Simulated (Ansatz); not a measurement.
Y: do energies and stresses tell the same story?

These are results of DFT PBEsol, scalar-relativistic, plane waves, PAW (Ansatz), not measurements.

Plane waves to 420 eV, a k mesh through Γ of 14×14×14 on the computed 1-atom cell and Gaussian smearing (0.10 eV); no spin polarisation.

Relaxed cell: Fm-3m, a = 4.977 Å, b = 4.977 Å, c = 4.977 Å, α = 90.00°, β = 90.00°, γ = 90.00°, 1 atom in the primitive cell. This fcc form isn't the element's structure at ambient conditions.

Energies at zero smearing and pressures from the stress tensor, at volumes with shape and atoms relaxed:
| V (Å³/atom) | E − E(first) (meV/atom) | P (GPa) |
| --- | --- | --- |
| 28.971 | 0.00 | 2.85 |
| 29.895 | -11.84 | 1.34 |
| 30.820 | -15.50 | 0.01 |
| 31.744 | -11.96 | -1.17 |
| 32.669 | -2.06 | -2.21 |

Problem. Check P = −dE/dV between neighbouring volumes, and get the bulk modulus from the pressures alone.

Solution. With 1 eV/Å³ = 160.2 GPa:
```
middle V (Å³/atom)  −ΔE/ΔV (GPa) mean P (GPa)
            29.433         2.051         2.098
            30.357         0.635         0.674
            31.282        -0.614        -0.581
            32.207        -1.715        -1.688
```

The two differ by 0.05 GPa at most. The mean of two end pressures misses the average over a step by about ΔV² P″/12, up to 0.02 GPa here; with that taken off 0.03 GPa remains. The stress is the derivative of the free energy, not of the energy at zero smearing, and with free energies 0.00 GPa remains. Around V = 30.820 Å³/atom, the two neighbours give B = −V ΔP/ΔV = 30.820 × 2.51 / 1.849 = 41.8 GPa, against B0 = 41.6 GPa from the Birch–Murnaghan fit of the energies.